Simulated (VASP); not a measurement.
# As (Im-3m) in VASP: notebook

Runs on As. Level: PBE. Tasks: single point, relaxation of cell and atoms.

Everything below comes from runs of VASP 6.6.1. Logs are shortened: lines on timing, memory, paths and dates and some standing lists are left out, and cuts for length are marked.

## (1) The cell of the first run

It takes space group Im-3m (No. 229, cubic). Conventional cell: a = 5.215 Å, b = 5.215 Å, c = 5.215 Å, α = 90.00°, β = 90.00°, γ = 90.00°. As (site symmetry 4/mmm) is surrounded by 4 As at 2.61 Å.

The cell was built by a generator and needn't be a form met in nature.

## (2) Single point, PBE (random cell by space group and Wyckoff sites (Im-3m, No. 229))

Contents of INCAR:

```
PREC     = Accurate       # precision mode
ENCUT    = 520            # plane-wave cutoff, eV
EDIFF    = 1E-7           # SCF threshold, eV
ISMEAR   = 0              # smearing method
SIGMA    = 0.1            # smearing width, eV
LREAL    = F              # projectors in reciprocal space
LASPH    = T              # aspherical terms in the spheres
NELM     = 100            # most SCF steps
ALGO     = Fast           # electronic algorithm
ISIF     = 2              # what is computed and relaxed
LWAVE    = F              # write WAVECAR
LCHARG   = F              # write CHGCAR
GGA      = PE             # functional
NBANDS   = 14             # bands
```

Contents of KPOINTS:

```
regular mesh
0
Gamma
  12 12 12
```

Contents of POSCAR:

```
As
1.0
   -2.6072613177      2.6072613177      2.6072613177
    2.6072613177     -2.6072613177      2.6072613177
    2.6072613177      2.6072613177     -2.6072613177
As
3
Direct
    0.0000000000      0.5000000000      0.5000000000
    0.5000000000      0.0000000000      0.5000000000
    0.5000000000      0.5000000000      0.0000000000
```

Potentials or basis: VASP PAW PBE potentials, release 64 (As).

The run is started by

```sh
$ cat potpaw_PBE.64/As/POTCAR > POTCAR
$ mpirun -np 1 vasp_std > vasp.out
```

OUTCAR:

```text
PREC = Accurate
   ENCUT = 520
   EDIFF = 1E-7
   ISMEAR = 0
   LREAL = F
   LASPH = T
   NELM = 100
   ISIF = 2
   GGA = PE

 ion  position               nearest neighbor table
   1  0.000  0.500  0.500-   2 2.61   3 2.61   3 2.61   2 2.61
   2  0.500  0.000  0.500-   1 2.61   3 2.61   3 2.61   1 2.61
   3  0.500  0.500  0.000-   1 2.61   2 2.61   2 2.61   1 2.61

  LATTYP: Found a body centered cubic cell.
 ALAT       =     5.2145226354

  Lattice vectors:

 A1 = (  -2.6072613177,   2.6072613177,   2.6072613177)
 A2 = (   2.6072613177,  -2.6072613177,   2.6072613177)
 A3 = (   2.6072613177,   2.6072613177,  -2.6072613177)

Analysis of symmetry for initial positions (statically):
=====================================================================
 Subroutine PRICEL returns:
 Original cell was already a primitive cell.

 Routine SETGRP: Setting up the symmetry group for a
 body centered cubic supercell.

 Subroutine GETGRP returns: Found 48 space group operations
 (whereof 48 operations were pure point group operations)
 out of a pool of 48 trial point group operations.

The static configuration has the point symmetry O_h .

Analysis of symmetry for dynamics (positions and initial velocities):
=====================================================================
 Subroutine PRICEL returns:
 Original cell was already a primitive cell.

 Routine SETGRP: Setting up the symmetry group for a
 body centered cubic supercell.

 Subroutine GETGRP returns: Found 48 space group operations
 (whereof 48 operations were pure point group operations)
 out of a pool of 48 trial point group operations.

The dynamic configuration has the point symmetry O_h .

 Subroutine INISYM returns: Found 48 space group operations
 (whereof 48 operations are pure point group operations),
 and found     1 'primitive' translations

----------------------------------------------------------------------------------------

                                     Primitive cell

  volume of cell :      70.8947

  direct lattice vectors                    reciprocal lattice vectors
    -2.607261318  2.607261318  2.607261318     0.000000000  0.191772108  0.191772108
     2.607261318 -2.607261318  2.607261318     0.191772108  0.000000000  0.191772108
     2.607261318  2.607261318 -2.607261318     0.191772108  0.191772108  0.000000000

  length of vectors
     4.515909071  4.515909071  4.515909071     0.271206717  0.271206717  0.271206717

  position of ions in fractional coordinates (direct lattice)
     0.000000000  0.500000000  0.500000000
     0.500000000  0.000000000  0.500000000
     0.500000000  0.500000000  0.000000000

  ion indices of the primitive-cell ions
   primitive index   ion index
                 1           1
                 2           2
                 3           3

----------------------------------------------------------------------------------------

 KPOINTS: regular mesh

Automatic generation of k-mesh.
 Grid dimensions read from file:
 generate k-points for:   12   12   12

 Generating k-lattice:

  Cartesian coordinates                     Fractional coordinates (reciprocal lattice)
     0.000000000  0.015981009  0.015981009     0.083333333  0.000000000  0.000000000
     0.015981009  0.000000000  0.015981009     0.000000000  0.083333333  0.000000000
     0.015981009  0.015981009  0.000000000     0.000000000  0.000000000  0.083333333

  Length of vectors
     0.022600560  0.022600560  0.022600560

  Shift w.r.t. Gamma in fractional coordinates (k-lattice)
     0.000000000  0.000000000  0.000000000

 Subroutine IBZKPT returns following result:
 ===========================================

 Found     72 irreducible k-points:

 Following reciprocal coordinates:
            Coordinates               Weight
  0.000000  0.000000  0.000000      1.000000
  0.083333  0.000000  0.000000     12.000000
  0.166667  0.000000  0.000000     12.000000
  0.250000  0.000000  0.000000     12.000000
  0.333333  0.000000  0.000000     12.000000
  0.416667  0.000000  0.000000     12.000000
[... 16 lines left out ...]
  0.333333  0.083333  0.083333     24.000000
  0.416667  0.083333  0.083333     12.000000
 [... further k-points ...]
   k-points           NKPTS =     72   k-points in BZ     NKDIM =     72   number of bands    NBANDS=     14
   number of dos      NEDOS =    301   number of ions     NIONS =      3
   total plane-waves  NPLWV =  46656
   dimension x,y,z NGX =    36 NGY =   36 NGZ =   36
   dimension x,y,z NGXF=    72 NGYF=   72 NGZF=   72
   ions per type =               3
   NGX,Y,Z   is equivalent  to a cutoff of  13.25, 13.25, 13.25 a.u.
   NGXF,Y,Z  is equivalent  to a cutoff of  26.51, 26.51, 26.51 a.u.
 SYSTEM =  unknown system
   PREC   = accura    normal or accurate (medium, high low for compatibility)
   ISTART =      0    job   : 0-new  1-cont  2-samecut
   ICHARG =      2    charge: 1-file 2-atom 10-const
   ISPIN  =      1    spin polarized calculation?
   LNONCOLLINEAR =      F non collinear calculations
   LSORBIT =      F    spin-orbit coupling
   LASPH  =      T    aspherical Exc in radial PAW
   ENCUT  =  520.0 eV  38.22 Ry    6.18 a.u.   8.40  8.40  8.40*2*pi/ulx,y,z
   NELM   =    100;   NELMIN=  2; NELMDL= -5     # of ELM steps
   EDIFF  = 0.1E-06   stopping-criterion for ELM
   LREAL  =      F    real-space projection
   EDIFFG = 0.1E-05   stopping-criterion for IOM
   NSW    =      0    number of steps for IOM
   IBRION =     -1    ionic relax: 0-MD 1-quasi-New 2-CG
   NFREE  =      0    steps in history (QN), initial steepest desc. (CG)
   ISIF   =      2    stress and relaxation
   ISYM   =      2    0-nonsym 1-usesym 2-fastsym
   POTIM  = 0.5000    time-step for ionic-motion
   TEBEG  =    0.0;   TEEND  =   0.0 temperature during run
   PSTRESS=    0.0 pullay stress
   NELECT =      15.0000    total number of electrons
   NUPDOWN=      -1.0000    fix difference up-down
   EMIN   =  10.00;   EMAX   =-10.00  energy-range for DOS
   EFERMI =   0.00;   METHOD = LEGACY
   ISMEAR =     0;   SIGMA  =   0.10  broadening in eV -4-tet -1-fermi 0-gaus
   EFERMI_NEDOS =   21; number of points for ismear=-14 and -15
   IALGO  =     68    algorithm
   IMIX   =      4    mixing-type and parameters
     AMIX     =   0.40;   BMIX     =  1.00
     AMIX_MAG =   1.60;   BMIX_MAG =  1.00
  volume/ion in A,a.u.               =      23.63       159.47
  Fermi-wavevector in a.u.,A,eV,Ry     =   0.975515  1.843456 12.947710  0.951630
  Thomas-Fermi vector in A             =   2.106061
   LORBIT       =      0    0 simple, 1 ext, 2 COOP (PROOUT), +10 PAW based schemes
   GGA     = PE    functional components
   LHFCALC =     F    Hartree Fock is set to
   AEXX    =    0.0000 exact exchange contribution
   IVDW    =     0    specifies the selected vdW correction
   LEPSILON=     F    determine dielectric tensor
   LRPA    =     F    only Hartree local field effects (RPA)
 non-spin polarized calculation
 RMM-DIIS sequential band-by-band and
 Gauss-broadening in eV      SIGMA  =   0.10
  energy-cutoff  :      520.00
  volume of cell :       70.89
 maximum number of plane-waves:      1961
 NGX is ok and might be reduce to    36
   NGX = 17   NGY = 17   NGZ = 17

 number of electron      15.0000003 magnetization

 Free energy of the ion-electron system (eV)
  ---------------------------------------------------
  ext. energy  EPLUGINS =         0.00000000
  ---------------------------------------------------
  free energy    TOTEN  =       -12.14812445 eV

  energy without entropy =      -12.13798844  energy(sigma->0) =      -12.14305644

 E-fermi :   3.9612     XC(G=0):  -9.5799

 val. band max:        3.9376912959   @ k =  -0.4167   0.5000   0.1667
 cond. band min:       3.9869035513   @ k =  -0.3333   0.4167   0.0833
 fundamental gap:      0.0492122554
 Fermi energy:         3.9611568921

 k-point     1 :       0.0000    0.0000    0.0000
  band No.  band energies     occupation
      1     -10.1656      2.00000
      2      -3.7728      2.00000
      3      -3.7728      2.00000
      4      -0.2594      2.00000
      5      -0.2594      2.00000
      6      -0.2594      2.00000
      7       3.6585      1.99998
      8       3.6585      1.99998
      9       3.6585      1.99998
     10       8.0285      0.00000
     11       8.0285      0.00000
     12       8.0285      0.00000
     13       8.8609      0.00000
     14      11.2478      0.00000

 k-point     2 :       0.0833    0.0000    0.0000
  band No.  band energies     occupation
      1     -10.1051      2.00000
      2      -4.0530      2.00000
      3      -3.8707      2.00000
      4      -0.3018      2.00000
      5      -0.0716      2.00000
      6       0.0328      2.00000
      7       3.4081      2.00000
      8       3.5626      2.00000
      9       3.7450      1.99776
     10       8.2111      0.00000
     11       8.2432      0.00000
     12       8.3095      0.00000
     13       9.1477      0.00000
     14      10.6441      0.00000

 k-point     3 :       0.1667    0.0000    0.0000
  band No.  band energies     occupation
      1      -9.9253      2.00000
      2      -4.7075      2.00000
      3      -4.1034      2.00000
      4      -0.4132      2.00000
      5       0.4259      2.00000
      6       0.7230      2.00000
      7       2.8784      2.00000
      8       3.3312      2.00000
      9       3.9945      0.63734
     10       8.7416      0.00000
     11       8.7814      0.00000
     12       8.8234      0.00000
     13       9.4510      0.00000
     14       9.6954      0.00000
[... 324 lines left out ...]
 k-point    23 :       0.3333    0.0833    0.0833
  band No.  band energies     occupation
      1      -8.6691      2.00000
      2      -6.9541      2.00000
      3      -5.2963      2.00000
      4       0.0614      2.00000
      5       0.9704      2.00000
      6       2.7327      2.00000
      7       3.3012      2.00000
      8       3.7091      1.99963
      9       4.8269      0.00000
     10       6.2260      0.00000
     11       6.2437      0.00000
     12       9.7565      0.00000
     13      11.0981      0.00000
     14      12.1208      0.00000

 k-point    24 :       0.4167    0.0833    0.0833
  band No.  band energies     occupation
      1      -8.3843      2.00000
      2      -7.3230      2.00000
      3      -5.3440      2.00000
      4       0.0305      2.00000
      5       0.8761      2.00000
      6       3.1692      2.00000
      7       3.3718      2.00000
      8       4.2034      0.00061
      9       4.7199      0.00000
     10       5.6020      0.00000
     11       5.9954      0.00000
     12       9.8632      0.00000
     13      11.8485      0.00000
     14      12.0729      0.00000

 [... further k-points ...]

------------------------ aborting loop because EDIFF is reached ----------------------------------------

  FORCE on cell =-STRESS in cart. coord.  units (eV):
  Direction    XX          YY          ZZ          XY          YZ          ZX
  --------------------------------------------------------------------------------------
  -------------------------------------------------------------------------------------
  Total        0.0645836      0.0645836      0.0645836      0.0000000      0.0000000     -0.0000000
  in kB        1.4595508      1.4595508      1.4595508      0.0000000      0.0000000     -0.0000000
  external PRESSURE =       1.4595508 kB  Pullay stress =       0.0000000 kB

 VOLUME and BASIS-vectors are now :
 -----------------------------------------------------------------------------
  energy-cutoff  :      520.00
  volume of cell :       70.89
      direct lattice vectors                 reciprocal lattice vectors
    -2.607261318  2.607261318  2.607261318     0.000000000  0.191772108  0.191772108
     2.607261318 -2.607261318  2.607261318     0.191772108  0.000000000  0.191772108
     2.607261318  2.607261318 -2.607261318     0.191772108  0.191772108  0.000000000

 POSITION                                       TOTAL-FORCE (eV/Angst)
 -----------------------------------------------------------------------------------
      2.60726      0.00000      0.00000         0.000000      0.000000     -0.000000
      0.00000      2.60726      0.00000        -0.000000     -0.000000      0.000000
      0.00000      0.00000      2.60726        -0.000000      0.000000     -0.000000
 -----------------------------------------------------------------------------------
    total drift:                                0.000000      0.000000     -0.000000

  FREE ENERGIE OF THE ION-ELECTRON SYSTEM (eV)
  ---------------------------------------------------
  free  energy   TOTEN  =       -12.1481244452 eV

  energy  without entropy=      -12.1379884365  energy(sigma->0) =      -12.14305644
```

Wall time 26 s (1 thread of Intel Xeon 6975P-C (Granite Rapids), shared host); peak memory 0.23 GiB.

Results:

```
Free energy            : -12.1481 eV
Pressure               : 0.1 GPa
Band gap on the k mesh : none (metal or under the smearing width)
```

Levels at points of the mesh, in eV from the Fermi level:
| k point | band 4 | band 5 | band 6 | band 7 | band 8 | band 9 | band 10 | band 11 | band 12 | band 13 |
| --- | --- | --- | --- | --- | --- | --- | --- | --- | --- | --- |
| (0.00, 0.00, 0.00) | -4.22 | -4.22 | -4.22 | -0.30 | -0.30 | -0.30 | 4.07 | 4.07 | 4.07 | 4.90 |
| (0.50, 0.00, 0.00) | -4.77 | -2.52 | -1.32 | -0.90 | 0.23 | 0.73 | 1.62 | 2.32 | 7.40 | 8.34 |
| (0.50, 0.50, 0.50) | -5.87 | -5.87 | -5.87 | 1.10 | 1.10 | 1.10 | 5.95 | 7.82 | 7.82 | 7.86 |

## (3) Relaxation of cell and atoms, PBE (random cell by space group and Wyckoff sites (Im-3m, No. 229))

Contents of INCAR:

```
ALGO     = Normal         # electronic algorithm
EDIFF    = 1E-7           # SCF threshold, eV
EDIFFG   = -0.01          # ionic threshold
ENCUT    = 600            # plane-wave cutoff, eV
GGA      = PE             # functional
IBRION   = 2              # ionic algorithm
ISIF     = 3              # what is computed and relaxed
ISMEAR   = 0              # smearing method
LASPH    = T              # aspherical terms in the spheres
LCHARG   = F              # write CHGCAR
LREAL    = F              # projectors in reciprocal space
LWAVE    = F              # write WAVECAR
NELM     = 80             # most SCF steps
NSW      = 100            # ionic steps
PREC     = Accurate       # precision mode
SIGMA    = 0.1            # smearing width, eV
```

Contents of KPOINTS:

```
k-points
0
Gamma
  12 12 12
```

Contents of POSCAR:

```
As
1.0
   -2.5968798583      2.5968798583      2.5968798583
    2.5968798583     -2.5968798583      2.5968798583
    2.5968798583      2.5968798583     -2.5968798583
As
3
Direct
    0.0000000000      0.5000000000      0.5000000000
    0.5000000000      0.0000000000      0.5000000000
    0.5000000000      0.5000000000      0.0000000000
```

Potentials or basis: VASP PAW PBE potentials, release 64 (As).

The run is started by

```sh
$ cat potpaw_PBE.64/As/POTCAR > POTCAR
$ mpirun -np 1 vasp_std > vasp.out
```

Run time: 49 s. Hardware: 1 thread of Intel Xeon 6975P-C (Granite Rapids), shared host; peak memory 0.25 GiB.

Results (log left out):

```yaml
Free_energy: -12.1482 eV
Relaxed_volume: 23.69 Å³/atom
Relaxed_cell: a = 4.519 Å, b = 4.519 Å, c = 4.519 Å, α = 109.47°, β = 109.47°, γ = 109.47°
Space_group_after_relaxing_to_0.05_Å: Im-3m (No. 229)
Energy_gained_by_relaxing: 0.9 meV/atom
Ionic_steps: 3
Pressure_after_relaxing: 0.0 GPa
Band_gap_on_the_k_mesh: none (metal or under the smearing width)
```

Step by step:
| step | energy change (eV) | largest force (eV/Å) | pressure (GPa) | volume (Å³) |
| --- | --- | --- | --- | --- |
| 1 | 0.0000 | 0.0000 | 0.90 | 70.05 |
| 2 | -0.0025 | 0.0000 | -0.27 | 71.39 |
| 3 | -0.0028 | 0.0000 | 0.00 | 71.06 |

Final structure:
```
As
1.0
    -2.60928    2.60928    2.60928
     2.60928   -2.60928    2.60928
     2.60928    2.60928   -2.60928
As
3
Direct
  0.00000 0.50000 0.50000
  0.50000 0.00000 0.50000
  0.50000 0.50000 0.00000
```

Levels at points of the mesh, in eV from the Fermi level:
```csv
k point,band 4,band 5,band 6,band 7,band 8,band 9,band 10,band 11
"(0.00, 0.00, 0.00)",-4.21,-4.21,-4.21,-0.30,-0.30,-0.30,4.07,4.07
"(0.50, 0.00, 0.00)",-4.76,-2.52,-1.32,-0.90,0.23,0.73,1.61,2.31
"(0.50, 0.50, 0.50)",-5.85,-5.85,-5.85,1.10,1.10,1.10,5.95,7.82
```

## (4) Single point, PBE (random cell by space group and Wyckoff sites (Im-3m, No. 229))

Contents of INCAR:

```
SYSTEM = As
ALGO = Fast
EDIFF = 1E-6
ENCUT = 520
GGA = PE
ISIF = 2
ISMEAR = 0
LASPH = .TRUE.
LCHARG = .TRUE.
LELF = .TRUE.
LREAL = .FALSE.
LVHAR = .TRUE.
LWAVE = .FALSE.
NBANDS = 14
NELM = 100
PREC = Accurate
SIGMA = 0.1
```

Contents of KPOINTS:

```
k-points
0
G
  6 6 6
  0 0 0
```

Contents of POSCAR:

```
As
1.0
   -2.6272428800      2.6272428800      2.6272428800
    2.6272428800     -2.6272428800      2.6272428800
    2.6272428800      2.6272428800     -2.6272428800
As
3
Direct
    0.0000000000      0.5000000000      0.5000000000
    0.5000000000      0.0000000000      0.5000000000
    0.5000000000      0.5000000000      0.0000000000
```

The run is started by

```sh
$ cat potpaw_PBE.64/As/POTCAR > POTCAR
$ mpirun -np 1 vasp_std > vasp.out
```

Wall time 8 s (1 thread of Intel Xeon 6975P-C (Granite Rapids), shared host); peak memory 0.19 GiB.

It converged, with:

| Property | Result |
| --- | --- |
| Free energy | -12.1241 eV |
| Pressure | -1.8 GPa |
| Band gap on the k mesh | none (metal or under the smearing width) |

Levels at points of the mesh, in eV from the Fermi level:
| k point | band 4 | band 5 | band 6 | band 7 | band 8 | band 9 | band 10 | band 11 |
| --- | --- | --- | --- | --- | --- | --- | --- | --- |
| (0.00, 0.00, 0.00) | -4.31 | -4.31 | -4.31 | -0.43 | -0.43 | -0.43 | 3.97 | 3.97 |
| (0.50, 0.00, 0.00) | -4.84 | -2.59 | -1.40 | -1.05 | 0.03 | 0.51 | 1.38 | 2.09 |
| (0.50, 0.50, 0.50) | -5.89 | -5.89 | -5.89 | 0.92 | 0.92 | 0.92 | 5.78 | 7.49 |

## (5) The runs side by side

| task | cell | k mesh | cutoff (eV) | gap on the mesh (eV) | pressure (GPa) |
| --- | --- | --- | --- | --- | --- |
| single point | random cell by space group and Wyckoff sites (Im-3m, No. 229) | 12 × 12 × 12 | 520 | none | 0.1 |
| relaxation of cell and atoms | relaxed from: random cell by space group and Wyckoff sites (Im-3m, No. 229) | 12 × 12 × 12 | 600 | none | 0.0 |
| single point | random cell by space group and Wyckoff sites (Im-3m, No. 229) | 6 × 6 × 6 | 520 | none | -1.8 |

Alike in all rows: level PBE; potentials or basis VASP PAW PBE potentials, release 64 (As); no spin polarisation; smearing gaussian 0.1 eV.

Absolute energies hang on the potentials; compare differences alone.
